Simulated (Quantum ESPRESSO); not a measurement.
# NaCl (Fm-3m) in Quantum ESPRESSO: further runs

The runs below take NaCl through dielectric tensor, phonons and Raman activities, with WC, BLYP, AM05, LDA.

Program: Quantum ESPRESSO 7.5. These are calculated values, not measurements. Logs are shortened: lines on timing, memory, paths and dates and some standing lists are left out, and cuts for length are marked.

**Measured values to compare with.**

From a printed reference work, textbook, for a bulk crystal of NaCl at 80 K: high-frequency dielectric constant 2.34.

How close the calculation comes is told below.

## 1. The structure

The structure is cubic, space group Fm-3m (No. 225). The conventional cell has a = 5.588 Å, b = 5.588 Å, c = 5.588 Å, α = 90.00°, β = 90.00°, γ = 90.00°. Cl (site symmetry m-3m) is surrounded by 6 Na at 2.79 Å. Na (site symmetry m-3m) has 6 Cl at 2.79 Å as nearest neighbours.

The cell is a database's computed one.

## 2. Dielectric tensor, WC

pw.in reads:

```
&CONTROL
  calculation = 'scf'
  prefix = 'pwscf'
  outdir = './tmp'
  pseudo_dir = './pseudo'
  tprnfor = .true.
  tstress = .true.
  disk_io = 'low'
/
&SYSTEM
  ibrav = 0
  nat = 2
  ntyp = 2
  ecutwfc = 45
  ecutrho = 360
  nbnd = 14
  input_dft = 'wc'
  occupations = 'smearing'
  smearing = 'fd'
  degauss = 0.00367493
/
&ELECTRONS
  conv_thr = 4d-10
  electron_maxstep = 120
  mixing_beta = 0.5
/
ATOMIC_SPECIES
Cl    35.4500 cl_pbe_v1.4.uspp.F.UPF
Na    22.9898 na_pbe_v1.5.uspp.F.UPF
CELL_PARAMETERS angstrom
   0.0000000000    2.7940632177    2.7940632177
   2.7940632177    0.0000000000    2.7940632177
   2.7940632177    2.7940632177    0.0000000000
ATOMIC_POSITIONS crystal
Cl     0.5000000000    0.5000000000    0.5000000000
Na     0.0000000000    0.0000000000    0.0000000000
K_POINTS automatic
6 6 6 1 1 1
```

scf2.in reads:

```
&CONTROL
  calculation = 'scf'
  prefix = 'pwscf'
  outdir = './tmp'
  pseudo_dir = './pseudo'
  tprnfor = .true.
  tstress = .true.
  disk_io = 'low'
/
&SYSTEM
  ibrav = 0
  nat = 2
  ntyp = 2
  ecutwfc = 45
  ecutrho = 360
  nbnd = 14
  input_dft = 'wc'
  occupations = 'fixed'
/
&ELECTRONS
  conv_thr = 1d-13
  electron_maxstep = 120
  mixing_beta = 0.5
  startingpot = 'file'
  startingwfc = 'file'
/
ATOMIC_SPECIES
Cl    35.4500 cl_pbe_v1.4.uspp.F.UPF
Na    22.9898 na_pbe_v1.5.uspp.F.UPF
CELL_PARAMETERS angstrom
   0.0000000000    2.7940632177    2.7940632177
   2.7940632177    0.0000000000    2.7940632177
   2.7940632177    2.7940632177    0.0000000000
ATOMIC_POSITIONS crystal
Cl     0.5000000000    0.5000000000    0.5000000000
Na     0.0000000000    0.0000000000    0.0000000000
K_POINTS automatic
6 6 6 1 1 1
```

ph.in reads:

```
dielectric of NaCl
&INPUTPH
  prefix = 'pwscf'
  outdir = './tmp'
  tr2_ph = 1d-18
  fildyn = 'dyn'
  niter_ph = 90
  alpha_mix(1) = 0.7
  epsil = .true.
  trans = .false.
  zeu = .true.
/
0.0000000000 0.0000000000 0.0000000000
```

Potentials or basis: GBRV 1.5 PBE.

Command:

```console
OMP_NUM_THREADS=1 pw.x -in pw.in > pw.out
OMP_NUM_THREADS=1 pw.x -in scf2.in > scf2.out
OMP_NUM_THREADS=1 ph.x -in ph.in > ph.out
```

pw.out:

```text
This program is part of the open-source Quantum ESPRESSO suite
     for quantum simulation of materials; please cite
         "P. Giannozzi et al., J. Phys.:Condens. Matter 21 395502 (2009);
         "P. Giannozzi et al., J. Phys.:Condens. Matter 29 465901 (2017);
         "P. Giannozzi et al., J. Chem. Phys. 152 154105 (2020);
     in publications or presentations arising from this work. More details at

     IMPORTANT: XC functional enforced from input :
     Exchange-correlation= WC
                           (   1   4  11   4   0   0   0)
     Any further DFT definition will be discarded
     Please, verify this is what you really want

     Message from routine setup:
     using ibrav=0 with symmetry is DISCOURAGED, use correct ibrav instead

     G-vector sticks info
     --------------------
     sticks:   dense  smooth     PW     G-vecs:    dense   smooth      PW
     Sum        1393     685    211                34015    12039    2109

     Using Slab Decomposition

     bravais-lattice index     =            0
     lattice parameter (alat)  =       7.4671  a.u.
     unit-cell volume          =     294.3983 (a.u.)^3
     number of atoms/cell      =            2
     number of atomic types    =            2
     number of electrons       =        16.00
     number of Kohn-Sham states=           14
     kinetic-energy cutoff     =      45.0000  Ry
     charge density cutoff     =     360.0000  Ry
     scf convergence threshold =      4.0E-10
     mixing beta               =       0.5000
     number of iterations used =            8  plain     mixing
     Exchange-correlation= WC
                           (   1   4  11   4   0   0   0)

     celldm(1)=   7.467068  celldm(2)=   0.000000  celldm(3)=   0.000000
     celldm(4)=   0.000000  celldm(5)=   0.000000  celldm(6)=   0.000000

     crystal axes: (cart. coord. in units of alat)
               a(1) = (   0.000000   0.707107   0.707107 )
               a(2) = (   0.707107   0.000000   0.707107 )
               a(3) = (   0.707107   0.707107   0.000000 )

     reciprocal axes: (cart. coord. in units 2 pi/alat)
               b(1) = ( -0.707107  0.707107  0.707107 )
               b(2) = (  0.707107 -0.707107  0.707107 )
               b(3) = (  0.707107  0.707107 -0.707107 )

     PseudoPot. # 1 for Cl read from file:
     cl_pbe_v1.4.uspp.F.UPF
     Pseudo is Ultrasoft + core correction, Zval =  7.0
     Generated by new atomic code, or converted to UPF format
     Using radial grid of  909 points,  6 beta functions with:
                l(1) =   0
                l(2) =   0
                l(3) =   1
                l(4) =   1
                l(5) =   2
                l(6) =   2
     Q(r) pseudized with  8 coefficients,  rinner =    1.300   1.300   1.300
                                                       1.300   1.300

     PseudoPot. # 2 for Na read from file:
     na_pbe_v1.5.uspp.F.UPF
     Pseudo is Ultrasoft, Zval =  9.0
     Generated by new atomic code, or converted to UPF format
     Using radial grid of  819 points,  5 beta functions with:
                l(1) =   0
                l(2) =   0
                l(3) =   1
                l(4) =   1
                l(5) =   2
     Q(r) pseudized with  8 coefficients,  rinner =    1.250   1.250   1.250
                                                       1.250   1.250

     atomic species   valence    mass     pseudopotential
     Cl                7.00    35.45000     Cl( 1.00)
     Na                9.00    22.98980     Na( 1.00)

     48 Sym. Ops., with inversion, found

   Cartesian axes

     site n.     atom                  positions (alat units)
         1        Cl     tau(   1) = (   0.7071068   0.7071068   0.7071068  )
         2        Na     tau(   2) = (   0.0000000   0.0000000   0.0000000  )

     number of k points=    28  Fermi-Dirac smearing, width (Ry)=  0.0037
                       cart. coord. in units 2pi/alat
        k(    1) = (   0.0589256   0.0589256   0.0589256), wk =   0.0185185
        k(    2) = (   0.1767767   0.1767767  -0.0589256), wk =   0.0555556
        k(    3) = (   0.2946278   0.2946278  -0.1767767), wk =   0.0555556
        k(    4) = (  -0.2946278  -0.2946278   0.4124790), wk =   0.0555556
        k(    5) = (  -0.1767767  -0.1767767   0.2946278), wk =   0.0555556
        k(    6) = (  -0.0589256  -0.0589256   0.1767767), wk =   0.0555556
[... 20 lines left out ...]
        k(   27) = (   0.2946278   0.2946278   0.2946278), wk =   0.0185185
        k(   28) = (  -0.2946278  -0.2946278   0.8838835), wk =   0.0555556

     Dense  grid:    34015 G-vectors     FFT dimensions: (  45,  45,  45)

     Smooth grid:    12039 G-vectors     FFT dimensions: (  32,  32,  32)

     Initial potential from superposition of free atoms

     starting charge      15.9937, renormalised to      16.0000

     negative rho (up, down):  1.459E-02 0.000E+00
     Starting wfcs are    9 randomized atomic wfcs +    5 random wfcs

     Self-consistent Calculation

     iteration #  1     ecut=    45.00 Ry     beta= 0.50
     Davidson diagonalization with overlap
     ethr =  1.00E-02,  avg # of iterations =  7.6

     Threshold (ethr) on eigenvalues was too large:
     Diagonalizing with lowered threshold

     Davidson diagonalization with overlap
     ethr =  2.63E-04,  avg # of iterations =  2.2

     negative rho (up, down):  1.492E-02 0.000E+00

     total energy              =    -128.70343413 Ry
     estimated scf accuracy    <       0.04056162 Ry

     iteration #  2     ecut=    45.00 Ry     beta= 0.50
     Davidson diagonalization with overlap
     ethr =  2.54E-04,  avg # of iterations =  2.0
[... 69 lines left out ...]
     iteration # 10     ecut=    45.00 Ry     beta= 0.50
     Davidson diagonalization with overlap
     ethr =  3.87E-12,  avg # of iterations =  2.0

     negative rho (up, down):  1.438E-02 0.000E+00

     End of self-consistent calculation

          k = 0.0589 0.0589 0.0589 (  1462 PWs)   bands (ev):

   -47.5917 -19.5094 -19.5072 -19.5072 -11.5671   0.9581   1.1268   1.1268
     6.4505  11.8080  12.1885  12.1885  14.1164  14.1164

          k = 0.1768 0.1768-0.0589 (  1488 PWs)   bands (ev):

   -47.5914 -19.5192 -19.5095 -19.5075 -11.4574   0.2806   0.9437   1.0624
     7.4405  11.0435  12.3913  12.5700  13.4848  14.4561
[... 63 lines left out ...]
   -47.5908 -19.5364 -19.5129 -19.5103 -11.2268  -0.6821   0.6010   0.8161
     8.7923  11.2296  11.4428  12.4811  15.3793  17.1538

          k =-0.6482 0.0589 0.0589 (  1509 PWs)   bands (ev):

   -47.5905 -19.5299 -19.5173 -19.5160 -11.1745  -0.5862   0.4394   0.5321
     8.8170   9.1537  12.2718  15.1515  15.6692  16.8969

          k =-0.5303 0.1768-0.0589 (  1503 PWs)   bands (ev):

   -47.5906 -19.5296 -19.5170 -19.5143 -11.2055  -0.4608   0.3792   0.6021
     9.2915   9.8521  11.2769  13.7866  15.1026  17.1259

          k =-0.4125 0.0589 0.0589 (  1499 PWs)   bands (ev):

   -47.5909 -19.5255 -19.5129 -19.5128 -11.3071  -0.2266   0.6976   0.7329
     8.6818   9.8340  11.5984  13.7082  14.0858  15.5319

          k = 0.1768 0.1768 0.1768 (  1489 PWs)   bands (ev):
[... 41 lines left out ...]
   -47.5909 -19.5392 -19.5094 -19.5094 -11.2470  -0.7950   0.8782   0.8782
     8.2546  11.6632  12.0770  12.0770  16.1660  16.1660

          k =-0.2946-0.2946 0.8839 (  1499 PWs)   bands (ev):

   -47.5907 -19.5370 -19.5145 -19.5105 -11.2012  -0.7160   0.4770   0.7971
     8.9698  11.0913  11.5663  12.5224  16.0379  16.1790

     the Fermi energy is     5.4874 ev

!    total energy              =    -128.71158862 Ry
     estimated scf accuracy    <          4.3E-12 Ry
     smearing contrib. (-TS)   =      -0.00000000 Ry
     internal energy E=F+TS    =    -128.71158862 Ry

     The total energy is F=E-TS. E is the sum of the following terms:
     one-electron contribution =     -80.53304754 Ry
     hartree contribution      =      44.96143312 Ry
     xc contribution           =     -23.69523621 Ry
     ewald contribution        =     -69.44473798 Ry

     convergence has been achieved in  10 iterations

     negative rho (up, down):  1.438E-02 0.000E+00

     Forces acting on atoms (cartesian axes, Ry/au):

     atom    1 type  1   force =    -0.00000000    0.00000000    0.00000000
     atom    2 type  2   force =     0.00000000   -0.00000000   -0.00000000

     Total force =     0.000000     Total SCF correction =     0.000000

     Computing stress (Cartesian axis) and pressure

     negative rho (up, down):  1.438E-02 0.000E+00
          total   stress  (Ry/bohr**3)                   (kbar)     P=        5.45
   0.00003706   0.00000000   0.00000000            5.45        0.00        0.00
   0.00000000   0.00003706   0.00000000            0.00        5.45        0.00
   0.00000000   0.00000000   0.00003706            0.00        0.00        5.45

=------------------------------------------------------------------------------=
   JOB DONE.
=------------------------------------------------------------------------------=
```

scf2.out:

```text
This program is part of the open-source Quantum ESPRESSO suite
     for quantum simulation of materials; please cite
         "P. Giannozzi et al., J. Phys.:Condens. Matter 21 395502 (2009);
         "P. Giannozzi et al., J. Phys.:Condens. Matter 29 465901 (2017);
         "P. Giannozzi et al., J. Chem. Phys. 152 154105 (2020);
[... 317 lines left out ...]
  -0.00000000   0.00003713  -0.00000000           -0.00        5.46       -0.00
  -0.00000000  -0.00000000   0.00003713           -0.00       -0.00        5.46

=------------------------------------------------------------------------------=
   JOB DONE.
=------------------------------------------------------------------------------=
```

It took 83 s on 1 thread of Intel Xeon Platinum 8259CL at 2.50GHz (Skylake/Cascade Lake), shared host; peak memory 0.16 GiB.

Results:

| Item | Value |
| --- | --- |
| Free energy | -1751.2104 eV |
| Pressure | 0.5 GPa |
| Electronic dielectric tensor (diagonal) | 2.58 |
| Born charges (mean of the diagonal) | Cl -1.09; Na +1.09 e |

Levels at points of the mesh, in eV from the valence-band top:
```csv
k point,band 5,band 6,band 7,band 8,band 9,band 10,band 11,band 12
"(0.08, 0.08, 0.08)",-12.69,-0.17,0.00,0.00,5.32,10.68,11.06,11.06
```

Electronic dielectric tensor:
```
2.58 0.00 0.00
0.00 2.58 0.00
0.00 0.00 2.58
```

Born effective charge tensors (e):
atom 1, Cl
```
-1.09  0.00  0.00
 0.00 -1.09  0.00
 0.00  0.00 -1.09
```
atom 2, Na
```
1.09 0.00 0.00
0.00 1.09 0.00
0.00 0.00 1.09
```

Caveat: the potentials were made for another functional, which shifts forces and pressure.

(Continued in part 2 of 3.)
